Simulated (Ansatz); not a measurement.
The system is Si3N4.

```xyz
7
Lattice="4.1308 0.0000 0.0000 0.0000 4.1308 0.0000 0.0000 0.0000 4.1308" Properties=species:S:1:pos:R:3 pbc="T T T"
Si    0.0000    0.0000    2.0654
Si    2.0654    0.0000    0.0000
Si    0.0000    2.0654    0.0000
N     0.9894    0.9894    3.1414
N     3.1414    3.1414    3.1414
N     0.9894    3.1414    0.9894
N     3.1414    0.9894    0.9894
```

The cell was built by a generator and needn't be a form met in nature.

| Item | Value |
| --- | --- |
| Program | Ansatz 0.2.0 |
| Task | relaxation of cell and atoms |
| Functional | RPBE |
| Dispersion | D3(BJ) |
| Potentials or basis | Ansatz PAW |
| Cutoff | 420 eV (not typed: the program's choice for these potentials) |
| k mesh | 7 × 7 × 7 |
| Occupations | fermi-dirac, width 0.05 eV |
| Spin | no spin polarisation |

At the start: volume 10.07 Å³/atom.

How do energy, volume and symmetry change on relaxing?

It ends after 7 steps and the volume is 9.36 Å³/atom (-7.0 %); space group P-43m (No. 215, to 0.05 Å).

Step by step:
```tsv
step	energy change (eV)	largest force (eV/Å)	volume (Å³)
1	0.0000	0.0930	70.48
2	-0.2068	0.2558	67.27
3	-0.2458	0.0864	65.56
4	-0.2464	0.0125	65.60
5	-0.2375	0.0125	65.60
6	-0.2377	0.0012	65.53
7	-0.2373	0.0012	65.53
```

Final structure:
```cif
data_structure
_symmetry_space_group_name_H-M 'P 1'
_symmetry_Int_Tables_number 1
_cell_length_a 4.0317
_cell_length_b 4.0317
_cell_length_c 4.0317
_cell_angle_alpha 90.000
_cell_angle_beta 90.000
_cell_angle_gamma 90.000
_cell_volume 65.53
loop_
_atom_site_label
_atom_site_type_symbol
_atom_site_fract_x
_atom_site_fract_y
_atom_site_fract_z
_atom_site_occupancy
Si1 Si 0.00000 0.00000 0.50000 1
Si2 Si 0.50000 0.00000 0.00000 1
Si3 Si 0.00000 0.50000 0.00000 1
N1 N 0.24484 0.24484 0.75516 1
N2 N 0.75516 0.75516 0.75516 1
N3 N 0.24484 0.75516 0.24484 1
N4 N 0.75516 0.24484 0.24484 1
```

Caveat: the plane-wave basis is chosen anew once the cell has moved, so the energies of steps on either side of that aren't comparable; the pressure holds a Pulay correction of +0.5 GPa for the finite cutoff; the PAW data sets come from PBE, with cores solved anew for the run's functional, which leaves a small shift of forces and pressure.
